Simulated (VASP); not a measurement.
# ZnO (zincite) (P6_3mc) in VASP: notebook, part 2 of 3

VASP 6.6.1. The steps go on from the part before.

### Step 3. Relaxation of shape and atoms at fixed volume, PBEsol (a relaxed cell with its volume scaled by 0.98)

Input file INCAR:

```
SYSTEM = ZnO
PREC = Accurate ; ENCUT = 600
EDIFF = 1E-7 ; ISMEAR = 0
SIGMA = 0.03 ; LREAL = .FALSE.
LASPH = .TRUE. ; NELM = 80
ALGO = Fast ; ISIF = 4
LWAVE = .FALSE. ; LCHARG = .FALSE.
GGA = PS ; IBRION = 2
NSW = 40 ; EDIFFG = -0.01
```

Input file KPOINTS:

```
regular mesh
0
G
  9 9 5
  0 0 0
```

Input file POSCAR:

```
ZnO                                     
1.0
    3.2150369290      0.0000000000      0.0000000000
   -1.6075184645      2.7843036546      0.0000000000
    0.0000000000      0.0000000000      5.1888021047
  Zn              O             
     2     2
Direct
     0.3333333332999970    0.6666666667000030    0.4999835655487185
     0.6666666667000030    0.3333333332999970    0.9999835655487185
     0.6666666667000030    0.3333333332999970    0.3790264344512824
     0.3333333332999970    0.6666666667000030    0.8790264344512825
```

Potentials or basis: VASP PAW PBE potentials, release 64 (Zn, O).

Launch:

```
> cat potpaw_PBE.64/Zn/POTCAR potpaw_PBE.64/O/POTCAR > POTCAR
> mpirun -np 1 vasp_std > vasp.out
```

OUTCAR:

```text
SYSTEM = ZnO
   PREC = Accurate
   ENCUT = 600
   EDIFF = 1E-7
   ISMEAR = 0
   LREAL = .FALSE.
   LASPH = .TRUE.
   NELM = 80
   ISIF = 4
   GGA = PS
   IBRION = 2
   NSW = 40
   EDIFFG = -0.01

 ion  position               nearest neighbor table
   1  0.333  0.667  0.500-   3 1.96   3 1.96   3 1.96   4 1.97
   2  0.667  0.333  1.000-   4 1.96   4 1.96   4 1.96   3 1.97
   3  0.667  0.333  0.379-   1 1.96   1 1.96   1 1.96   2 1.97
[... 808 lines left out ...]
  Direction    XX          YY          ZZ          XY          YZ          ZX
  --------------------------------------------------------------------------------------
  -------------------------------------------------------------------------------------
  Total        0.8644770      0.8644770      0.8642158      0.0000000      0.0000000     -0.0000000
  in kB       29.8190884     29.8190884     29.8100784      0.0000000      0.0000000     -0.0000000
  external PRESSURE =      29.8160851 kB  Pullay stress =       0.0000000 kB

 VOLUME and BASIS-vectors are now :
 -----------------------------------------------------------------------------
  energy-cutoff  :      600.00
  volume of cell :       46.45
      direct lattice vectors                 reciprocal lattice vectors
     3.215036929  0.000000000  0.000000000     0.311038418  0.179578114  0.000000000
    -1.607518465  2.784303655  0.000000000     0.000000000  0.359156229  0.000000000
     0.000000000  0.000000000  5.188802105     0.000000000  0.000000000  0.192722709

 POSITION                                       TOTAL-FORCE (eV/Angst)
 -----------------------------------------------------------------------------------
     -0.00000      1.85620      2.59432        -0.000000      0.000000      0.003227
      1.60752      0.92810      5.18872         0.000000      0.000000      0.003227
      1.60752      0.92810      1.96669         0.000000     -0.000000     -0.003227
     -0.00000      1.85620      4.56109         0.000000      0.000000     -0.003227
 -----------------------------------------------------------------------------------
    total drift:                               -0.000000     -0.000000     -0.000861

  FREE ENERGIE OF THE ION-ELECTRON SYSTEM (eV)
  ---------------------------------------------------
  free  energy   TOTEN  =       -19.4048629797 eV

  energy  without entropy=      -19.4048629797  energy(sigma->0) =      -19.40486298

 reached required accuracy - stopping structural energy minimisation
```

OSZICAR:

```text
N       E                     dE             d eps       ncg     rms          rms(c)
DAV:   1     0.302981982273E+03    0.30298E+03   -0.20361E+04  1592   0.262E+03
DAV:   2     0.103349765421E+02   -0.29265E+03   -0.28098E+03  1680   0.469E+02
DAV:   3    -0.215611737975E+02   -0.31896E+02   -0.31660E+02  1872   0.162E+02
DAV:   4    -0.222028915832E+02   -0.64172E+00   -0.64116E+00  1728   0.242E+01
DAV:   5    -0.222077300800E+02   -0.48385E-02   -0.48383E-02  1860   0.205E+00    0.146E+01
RMM:   6    -0.194140818729E+02    0.27936E+01   -0.10340E+01  1584   0.218E+01    0.113E+01
RMM:   7    -0.194411062576E+02   -0.27024E-01   -0.14994E+00  1584   0.120E+01    0.458E+00
RMM:   8    -0.194084928534E+02    0.32613E-01   -0.21355E-01  1584   0.415E+00    0.273E+00
RMM:   9    -0.194060096943E+02    0.24832E-02   -0.74593E-02  1585   0.301E+00    0.325E-01
RMM:  10    -0.194044394071E+02    0.15703E-02   -0.25310E-02  1591   0.920E-01    0.131E-01
RMM:  11    -0.194049669538E+02   -0.52755E-03   -0.51508E-03  1628   0.693E-01    0.130E-01
RMM:  12    -0.194048431654E+02    0.12379E-03   -0.16715E-03  1599   0.261E-01    0.489E-02
RMM:  13    -0.194048743619E+02   -0.31197E-04   -0.54482E-04  1587   0.122E-01    0.502E-02
RMM:  14    -0.194048740980E+02    0.26393E-06   -0.65385E-05  1625   0.540E-02    0.282E-02
RMM:  15    -0.194048623488E+02    0.11749E-04   -0.38636E-05  1596   0.477E-02    0.866E-03
RMM:  16    -0.194048628642E+02   -0.51540E-06   -0.52751E-06  1591   0.195E-02    0.348E-03
RMM:  17    -0.194048629189E+02   -0.54691E-07   -0.11227E-06  1390   0.933E-03    0.285E-03
RMM:  18    -0.194048629797E+02   -0.60789E-07   -0.22148E-07  1012   0.392E-03
   1 F= -.19404863E+02 E0= -.19404863E+02  d E =-.194049E+02
```

Run time: 25 s. Hardware: 1 thread of Intel Xeon 6975P-C (Granite Rapids), shared host; peak memory 0.2 GiB.

Results:

- Free energy: -19.4049 eV
- Pressure after relaxing: 3.0 GPa
- Largest force after relaxing: 0.003 eV/Å
- Band gap on the k mesh: 0.71 eV, direct

Forces in eV/Å, atoms in the order of the input:
```
Zn   0.000  0.000  0.003
Zn   0.000  0.000  0.003
O    0.000  0.000 -0.003
O    0.000  0.000 -0.003
```

Final structure:
```
Zn O
1.0
     3.21504    0.00000    0.00000
    -1.60752    2.78430    0.00000
     0.00000    0.00000    5.18880
Zn O
2 2
Direct
  0.33333 0.66667 0.49998
  0.66667 0.33333 0.99998
  0.66667 0.33333 0.37903
  0.33333 0.66667 0.87903
```

Caveat: the relaxation stopped at its first step, so nothing moved; the PAW data sets were made with another functional, which shifts forces and pressure a little.

### Step 4. Relaxation of shape and atoms at fixed volume, PBEsol

INCAR is that of step 3.

KPOINTS is that of step 3.

Edit POSCAR of step 3 so:

```diff
@@ -2,5 +2,5 @@
 1.0
-    3.2150369290      0.0000000000      0.0000000000
-   -1.6075184645      2.7843036546      0.0000000000
-    0.0000000000      0.0000000000      5.1888021047
+    3.2367608105      0.0000000000      0.0000000000
+   -1.6183804052      2.8031170878      0.0000000000
+    0.0000000000      0.0000000000      5.2238626419
   Zn              O
```

Launch:

```
> cat potpaw_PBE.64/Zn/POTCAR potpaw_PBE.64/O/POTCAR > POTCAR
> mpirun -np 1 vasp_std > vasp.out
```

Run time: 24 s. Hardware: 1 thread of Intel Xeon 6975P-C (Granite Rapids), shared host; peak memory 0.2 GiB.

The run converged. Its results:

- Free energy: -19.4153 eV
- Pressure after relaxing: -0.1 GPa
- Band gap on the k mesh: 0.68 eV, direct

Forces in eV/Å, atoms in the order of the input:
```
Zn   0.000  0.000  0.002
Zn   0.000  0.000  0.002
O    0.000  0.000 -0.002
O    0.000  0.000 -0.002
```

Final structure:
```xyz
4
Lattice="3.2368 0.0000 0.0000 -1.6184 2.8031 0.0000 0.0000 0.0000 5.2239" Properties=species:S:1:pos:R:3 pbc="T T T"
Zn    0.0000    1.8687    2.6118
Zn    1.6184    0.9344    5.2238
O     1.6184    0.9344    1.9800
O     0.0000    1.8687    4.5919
```

Levels at points of the mesh, in eV from the valence-band top:
```tsv
k point	band 15	band 16	band 17	band 18	band 19	band 20	band 21	band 22
(0.00, 0.00, 0.00)	-0.81	-0.09	0.00	0.00	0.68	5.13	8.08	12.80
```

Caveat: the relaxation stopped at its first step, so nothing moved; the PAW data sets were made with another functional, which shifts forces and pressure a little.

### Step 5. Relaxation of shape and atoms at fixed volume, PBEsol (a relaxed cell with its volume scaled by 1.02)

INCAR is that of step 4.

KPOINTS is that of step 4.

Edit POSCAR of step 4 so:

```diff
@@ -2,5 +2,5 @@
 1.0
-    3.2367608105      0.0000000000      0.0000000000
-   -1.6183804052      2.8031170878      0.0000000000
-    0.0000000000      0.0000000000      5.2238626419
+    3.2581969373      0.0000000000      0.0000000000
+   -1.6290984686      2.8216813182      0.0000000000
+    0.0000000000      0.0000000000      5.2584587669
   Zn              O
```

Launch:

```
> cat potpaw_PBE.64/Zn/POTCAR potpaw_PBE.64/O/POTCAR > POTCAR
> mpirun -np 1 vasp_std > vasp.out
```

It took 24 s on 1 thread of Intel Xeon 6975P-C (Granite Rapids), shared host; peak memory 0.2 GiB.

Results (log left out):

- Free energy: -19.4084 eV
- Pressure after relaxing: -2.8 GPa
- Band gap on the k mesh: 0.65 eV, direct

Final structure:
```yaml
crystal:
  lattice:
    - [3.25820, 0.00000, 0.00000]
    - [-1.62910, 2.82168, 0.00000]
    - [0.00000, 0.00000, 5.25846]
  atoms:
    - { symbol: Zn, position: [0.33333, 0.66667, 0.49998] }
    - { symbol: Zn, position: [0.66667, 0.33333, 0.99998] }
    - { symbol: O, position: [0.66667, 0.33333, 0.37903] }
    - { symbol: O, position: [0.33333, 0.66667, 0.87903] }
```

Levels at points of the mesh, in eV from the valence-band top:
| k point | band 16 | band 17 | band 18 | band 19 | band 20 | band 21 |
| --- | --- | --- | --- | --- | --- | --- |
| (0.00, 0.00, 0.00) | -0.09 | 0.00 | 0.00 | 0.65 | 5.06 | 8.02 |

Caveat: the relaxation stopped at its first step, so nothing moved; the PAW data sets were made with another functional, which shifts forces and pressure a little.

[end of part 2 of 3]
